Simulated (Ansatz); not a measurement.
# NaI: further runs on the relaxed cell

One table from this session's results is given with a row withheld; the runs are named, their logs left out.

Method: DFT PBE, scalar-relativistic, plane waves, PAW, in Ansatz 0.2.0.

1 further run of the same task is left out (set aside as unsound or not needed).

## The structure to begin with

The structure is cubic, space group Fm-3m (No. 225). The conventional cell has a = 6.528 Å, b = 6.528 Å, c = 6.528 Å, α = 90.00°, β = 90.00°, γ = 90.00°. Na (site symmetry m-3m) is surrounded by 6 I at 3.26 Å. I (site symmetry m-3m) has 6 Na at 3.26 Å as nearest neighbours.

Structure file:

```
CELL_PARAMETERS angstrom
0.00000 3.26410 3.26410
3.26410 0.00000 3.26410
3.26410 3.26410 0.00000
ATOMIC_POSITIONS crystal
Na 0.00000 0.00000 0.00000
I 0.50000 0.50000 0.50000
```

It is the result of an earlier relaxation at this level (volume 34.78 Å³/atom; gap on the mesh: 3.58 eV).

The first run:

Contents of input.yaml:

```yaml
crystal:
  lattice:
    - [0.0, 3.2640969168, 3.2640969168]
    - [3.2640969168, 0.0, 3.2640969168]
    - [3.2640969168, 3.2640969168, 0.0]
  atoms:
    - { symbol: Na, position: [0.0, 0.0, 0.0] }
    - { symbol: I, position: [0.5, 0.5, 0.5] }
basis:
  ecutwfc: 420
kpoints:
  mp_grid: { grid: [6, 6, 6] }
  band_path:
    path:
      - [[0.0, 0.0, 0.0], [0.5, 0.0, 0.5], [0.625, 0.25, 0.625]]
      - [[0.375, 0.375, 0.75], [0.0, 0.0, 0.0], [0.5, 0.5, 0.5], [0.5, 0.25, 0.75], [0.5, 0.0, 0.5]]
    npoints: 14
hamiltonian:
  xc: pbe
scf:
  occupations: { method: gaussian, width: 0.02 }
  n_extra_bands: 6
output:
  forces: true
  stress: true
  eigenvalues: true
  populations: true
  dos: { projected: true, de: 0.02, nscf_kmesh: { grid: [9, 9, 9] } }
  bader: true
  write_density: true
  write_potential: true
  elf: true
  volumetric_format: npy
```

Run with:

```console
$ ansatz run input.yaml --threads 1 --pin off --max-ram 2560MiB --backend cpu --events-out ev --progress --plain --runs-dir out
```

Among the steps run: Bands, states and charges; Band edges anywhere in the zone; Levels beside the edges; Point at V/V0 = 0.97; The cell scaled to 1.03 of its volume; Point at V/V0 = 0.94; Volume × 1.06.

One of the session's tables, all rows but one given; the rest of the session is left out.

It belongs to the step «Fit of the equation of state». 

| volume (Å³/atom) | energy above the lowest point (meV/atom) | pressure (GPa) | gap on the mesh (eV) |
| --- | --- | --- | --- |
| 32.690 | 6.8 | 1.09 | 3.74 |
| 33.733 | 1.6 | 0.50 | 3.66 |
| 34.777 | 0.0 | 0.01 | 3.58 |
| 35.820 | ? | ? | ? |
| 36.863 | 5.2 | -0.76 | 3.44 |

**Question.** Estimate the row for volume (Å³/atom) = 35.820.

Worked estimate for «energy above the lowest point (meV/atom)». A straight line through the neighbours (34.777, 0.0) and (36.863, 5.2) gives 0.0 + (5.2 − 0.0) × (35.820 − 34.777) / (36.863 − 34.777) = 2.6; a parabola fitted to 3 rows on both sides gives 1.2.

The run gave: energy above the lowest point (meV/atom): 1.4; pressure (GPa): -0.41; gap on the mesh (eV): 3.50. In «energy above the lowest point (meV/atom)» the line misses by +1.2 and the parabola by -0.2.
